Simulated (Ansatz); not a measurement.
The system is HgTe.

```xyz
2
Lattice="-3.0456 3.0456 1.5594 3.0456 -3.0456 1.5594 3.0456 3.0456 -1.5594" Properties=species:S:1:pos:R:3 pbc="T T T"
Hg    0.0000    3.0456    0.7797
Te    0.0000    0.0000    0.0000
```

Measurements of this composition are mostly on another form, of space group No. 216.

```yaml
Program: Ansatz 0.2.0
Task: relaxation of cell and atoms
Functional: PBEsol
Dispersion: D3(BJ)
Potentials_or_basis: Ansatz PAW
Cutoff: "420 eV (not typed: the program's choice for these potentials)"
k_mesh: 10 × 10 × 10
Occupations: fermi-dirac, width 0.05 eV
Spin: no spin polarisation
```

At the start: volume 28.93 Å³/atom.

Problem. Where does the relaxation end?

Solution. It ends after 6 steps and the volume is 25.37 Å³/atom (-12.3 %); space group I-4m2 (No. 119, to 0.05 Å).

The path:
| step | energy change (eV) | largest force (eV/Å) | volume (Å³) |
| --- | --- | --- | --- |
| 1 | 0.0000 | 0.0000 | 57.86 |
| 2 | -0.1800 | 0.0000 | 51.60 |
| 3 | -0.1904 | 0.0000 | 49.18 |
| 4 | -0.2038 | 0.0000 | 50.87 |
| 5 | -0.2040 | 0.0000 | 50.74 |
| 6 | -0.2026 | 0.0000 | 50.74 |

Final structure:
```yaml
crystal:
  lattice:
    - [-2.84177, 2.84177, 1.57083]
    - [2.84177, -2.84177, 1.57083]
    - [2.84177, 2.84177, -1.57083]
  atoms:
    - { symbol: Hg, position: [0.75000, 0.25000, 0.50000] }
    - { symbol: Te, position: [0.00000, 0.00000, 0.00000] }
```

Caveat: the plane-wave basis is chosen anew once the cell has moved, so the energies of steps on either side of that aren't comparable; pairwise dispersion overbinds metals, which lowers pressure and volume; the PAW data sets come from PBE, with cores solved anew for the run's functional, which leaves a small shift of forces and pressure.
